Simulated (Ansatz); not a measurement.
System: skutterudite CoSb₃. Method: LDA in Ansatz (PAW).

Settings: plane-wave cutoff 520 eV, 6×6×6 k mesh, Fermi–Dirac smearing 0.01 eV, no spin polarisation, scalar-relativistic PAW data made under PBE.

Equation-of-state points:

```
V (Å³/atom)  E − E_lowest (meV/atom)  P (GPa)
-----------  -----------------------  -------
21.258                         12.31     4.63
21.701                          2.96     2.18
22.144                          0.00     0.00
22.587                          2.74    -1.94
23.030                         10.55    -3.67
```

Task: Estimate the bulk modulus and its pressure derivative from these points.

Result: V0 = 22.144 Å³/atom, B0 = 103 GPa, B′ = 4.8 (fit to the energies at full precision).

Shape and atoms are relaxed at each volume.

Measured, for comparison: bulk modulus 95 ± 5 GPa (room temperature, not corrected to a static lattice, our sources range from 85.0 to 95.0; as tabulated in Alexeev et al. (2016), arXiv:1601.07731); equilibrium volume per atom 23.06 Å³/atom (room temperature, not corrected to a static lattice; as tabulated in Alexeev et al. (2016), arXiv:1601.07731). Computed (rounded) less measured: bulk modulus +8 % (+8 % to +21 % over the range), equilibrium volume per atom -4.0 %. A static lattice is as a rule a little smaller and stiffer than an uncorrected measurement, which narrows the difference in the bulk modulus and would widen misses of the other sign.

Note: the bulk modulus comes from volumes at which shape and atoms were relaxed.

Spin–orbit coupling is not included.

It cost very roughly 30 core-minutes of CPU time.

Ansatz is an electronic-structure program.
